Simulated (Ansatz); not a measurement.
# AlCo: the cost of one run

Method: DFT PBE, scalar-relativistic, plane waves, PAW, in Ansatz 0.2.0.

4 further runs of the same task are left out: 1 that didn't finish, 3 set aside as unsound or not needed.

## Step 1: The system as given

Symmetry: Pm-3m, No. 221, cubic system. The conventional cell has a = 2.852 Å, b = 2.852 Å, c = 2.852 Å, α = 90.00°, β = 90.00°, γ = 90.00°. Al (site symmetry m-3m) has 8 Co at 2.47 Å as nearest neighbours. Co (site symmetry m-3m) has 8 Al at 2.47 Å as nearest neighbours.

Structure file:

```cif
data_structure
_symmetry_space_group_name_H-M 'P 1'
_symmetry_Int_Tables_number 1
_cell_length_a 2.8519
_cell_length_b 2.8519
_cell_length_c 2.8519
_cell_angle_alpha 90.000
_cell_angle_beta 90.000
_cell_angle_gamma 90.000
_cell_volume 23.20
loop_
_atom_site_label
_atom_site_type_symbol
_atom_site_fract_x
_atom_site_fract_y
_atom_site_fract_z
_atom_site_occupancy
Al1 Al 0.00000 0.00000 0.00000 1
Co1 Co 0.50000 0.50000 0.50000 1
```

It goes back to an entry of the Materials Project.

It is the result of an earlier relaxation at this level (volume 11.60 Å³/atom; gap on the mesh: none (metal)).

## Step 2: Zero of energy

The reference gives a free energy of -5664.8428 eV, pressure 0.03 GPa, largest force 0.000 eV/Å and gap on the mesh none (metal). It was computed beforehand with the settings of the runs below.

## Step 3: Setting up a sublattice displacement scan

Every Co atom is moved by x along the Cartesian unit vector (-0.577, -0.577, -0.577); the cell and all other atoms stay fixed. Forces below are components along that vector, summed over the moved atoms.

## Step 4: Point x = -0.100 Å

input.yaml

```yaml
crystal:
  lattice:
    - [2.8519024094, 0.0, 0.0]
    - [0.0, 2.8519024094, 0.0]
    - [0.0, 0.0, 2.8519024094]
  atoms:
    - { symbol: Al, position: [0.0, 0.0, 0.0] }
    - { symbol: Co, position: [0.5202443908, 0.5202443908, 0.5202443908] }
basis:
  ecutwfc: 420
kpoints:
  mp_grid: { grid: [22, 22, 22] }
hamiltonian:
  xc: pbe
scf:
  occupations: { method: gaussian, width: 0.15 }
output:
  forces: true
  stress: true
  eigenvalues: true
```

Started as:

```console
> ansatz run input.yaml --threads 1 --pin off --max-ram 2560MiB --backend cpu --events-out ev --progress --plain --runs-dir out
```

What time and memory should one allow on 1 thread of Arm Neoverse V1, shared host?

About 27 s, with a peak of 0.65 GiB.
